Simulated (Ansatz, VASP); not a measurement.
Two plane-wave programs on Ta

The input INCAR:

```
  ALGO = Normal
  EDIFF = 1E-6
  EDIFFG = -0.002
  ENCUT = 600
  GGA = PS
  IBRION = 2
  ISIF = 3
  ISMEAR = 0
  LASPH = T
  LCHARG = F
  LREAL = F
  LWAVE = F
  NELM = 100
  NSW = 100
  PREC = Accurate
  SIGMA = 0.1
```

Contents of KPOINTS:

```
k-points
0
Gamma
  14 14 14
```

POSCAR

```
Ta
1.0
   -1.6549278100      1.6549278100      1.6549278100
    1.6549278100     -1.6549278100      1.6549278100
    1.6549278100      1.6549278100     -1.6549278100
Ta
1
Direct
    0.0000000000      0.0000000000      0.0000000000
```

Input for Ansatz:

```yaml
crystal:
  lattice:
    - [-1.65492781, 1.65492781, 1.65492781]
    - [1.65492781, -1.65492781, 1.65492781]
    - [1.65492781, 1.65492781, -1.65492781]
  atoms:
    - { symbol: Ta, position: [0.0, 0.0, 0.0] }
basis:
  ecutwfc: 420
kpoints:
  mp_grid: { grid: [14, 14, 14] }
hamiltonian:
  xc: pbesol
  pseudopotentials: { kind: paw, azcp: { folder: soft_1 } }
scf:
  occupations: { method: gaussian, width: 0.1 }
output:
  forces: true
  stress: true
  eigenvalues: true
relax:
  adjacent_minimum: "off"
  f_tol: 0.002
  max_steps: 80
  cell: { stress_tol: 0.02 }
```

Alike in both runs: task relaxation of cell and atoms; functional PBEsol; k mesh 14 × 14 × 14; occupations gaussian, width 0.1 eV; no spin polarisation.

|  | VASP | Ansatz |
| --- | --- | --- |
| version | VASP 6.6.1 | Ansatz 0.2.0 |
| potentials or method | VASP PAW PBE potentials, release 64 (Ta_pv) | scalar-relativistic, plane waves, PAW |
| plane-wave cutoff (eV) | 600 | 420 |
| valence electrons in the cell | 11 | 13 |

```tsv
	VASP	Ansatz	Ansatz less VASP
gap on the k mesh at the Fermi level, each at its own relaxed structure (eV)	none	none	-
relaxed volume (Å³/atom)	17.70	17.68	-0.018
relaxed cell length with the largest relative difference (Å)	2.844	2.843	-0.0010
energy change over the relaxation (meV/atom)	-7	-7	-0.5
```

A gap of «none» marks a metal or a gap that the smearing closes. The two sets of potentials don't hold the same shells in valence. Ansatz warned: «pseudo_functional_mismatch».

Caveats: the PAW data sets were made with another functional, which shifts forces and pressure a little (VASP). Spin-orbit coupling is left out, which matters for the levels of Ta.
